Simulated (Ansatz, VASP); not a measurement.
## One calculation of W, two programs

The input POSCAR:

```
W
1.0
    0.0000000000      2.0025642044      2.0025642044
    2.0025642044      0.0000000000      2.0025642044
    2.0025642044      2.0025642044      0.0000000000
W
1
Direct
    0.0000000000      0.0000000000      0.0000000000
```

Contents of INCAR.step1:

```
PREC = Accurate
ENCUT = 520
ISMEAR = -1
SIGMA = 0.05
LREAL = F
LASPH = T
NELM = 60
NBANDS = 13
GGA = PE
ALGO = Normal
EDIFF = 1E-4
LWAVE = T
LCHARG = F
```

File INCAR.step2:

```
PREC = Accurate
ENCUT = 520
EDIFF = 1E-6
ISMEAR = -1
SIGMA = 0.05
LREAL = F
LASPH = T
NELM = 60
ALGO = Normal
ISIF = 2
LWAVE = F
LCHARG = F
METAGGA = R2SCAN
LMIXTAU = T
NBANDS = 13
ISTART = 1
```

The input KPOINTS:

```
regular mesh
0
Gamma
  11 11 11
```

Contents of input.yaml:

```yaml
crystal:
  lattice:
    - [0.0, 2.0025642044, 2.0025642044]
    - [2.0025642044, 0.0, 2.0025642044]
    - [2.0025642044, 2.0025642044, 0.0]
  atoms:
    - { symbol: W, position: [0.0, 0.0, 0.0] }
hamiltonian:
  xc: r2scan
  pseudopotentials: { kind: paw }
kpoints:
  mp_grid: { grid: [11, 11, 11] }
scf:
  occupations: { method: fermi_dirac, width: 0.05 }
output:
  forces: true
  stress: true
  eigenvalues: true
```

This isn't the form of W at room conditions, which is bcc.

Alike in both runs: task single point; functional r2SCAN; k mesh 11 × 11 × 11; occupations fermi-dirac, width 0.05 eV; no spin polarisation.

|  | VASP | Ansatz |
| --- | --- | --- |
| version | VASP 6.6.1 | Ansatz 0.2.0 |
| potentials or method | VASP PAW PBE potentials, release 64 (W_sv) | Ansatz PAW |
| plane-wave cutoff (eV) | 520 | 500 |
| valence electrons in the cell | 14 | 14 |

|  | VASP | Ansatz | Ansatz less VASP |
| --- | --- | --- | --- |
| gap on the k mesh at the Fermi level (eV) | none | none | - |
| pressure (GPa) | 3.5 | 2.4 | -1.13 |

A gap of «none» marks a metal or a gap that the smearing closes. The functional is the same, so the differences come from potentials, cutoffs and numerics.

Caveats: the PAW data sets were made with another functional, which shifts forces and pressure a little (VASP); the PAW data sets come from PBE, with cores solved anew for the run's functional, which leaves a small shift of forces and pressure (Ansatz). The runs have no spin-orbit coupling, so splittings on W are missing.
